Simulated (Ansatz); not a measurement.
Straining TiAl$_{2}$

The calculation used Ansatz, DFT PBEsol, scalar-relativistic, plane waves, PAW. Run with 420 eV cutoff, 10×4×10 k-mesh, Gaussian smearing of 0.10 eV, no spin polarisation.

The relaxed crystal:

```xyz
12
Lattice="3.9007 0.0000 0.0000 0.0000 12.0526 0.0000 0.0000 0.0000 3.9724" Properties=species:S:1:pos:R:3 pbc="T T T"
Ti    1.9503   10.1697    0.0000
Ti    0.0000    7.9091    0.0000
Ti    0.0000    4.1434    0.0000
Ti    1.9503    1.8828    0.0000
Al    0.0000    0.0000    0.0000
Al    1.9503    8.1102    1.9862
Al    0.0000    9.9686    1.9862
Al    1.9503    0.0000    1.9862
Al    1.9503    6.0263    0.0000
Al    0.0000    2.0839    1.9862
Al    1.9503    3.9423    1.9862
Al    0.0000    6.0263    1.9862
```

Deformation: uniaxial strain along a, with the lengths of b and c and the atoms relaxed and the angles held, all within the symmetry that the strain leaves. Energies are extrapolated to zero smearing.

```
strain (%)  ΔE (meV/atom) a (Å) b (Å) c (Å)
      -6.0           30.4  3.667  12.227  4.061
      -4.0           13.5  3.745  12.157  4.028
      -2.0            3.3  3.823  12.101  3.999
      +0.0            0.0  3.901  12.053  3.972
      +2.0            3.5  3.979  12.012  3.949
      +4.0           13.4  4.057  11.976  3.927
      +6.0           29.3  4.135  11.942  3.908
```

(1) What stiffness (1/V) d²E/dε² at zero strain does a cubic fit over all points give?

(2) How does the free axis b answer a small strain?

Answers

(1) A cubic fit gives (1/V) d²E/dε² = 170 GPa at zero strain (Young's modulus along this axis, angles held).

(2) Between the innermost points its strain is -0.18 times the applied one.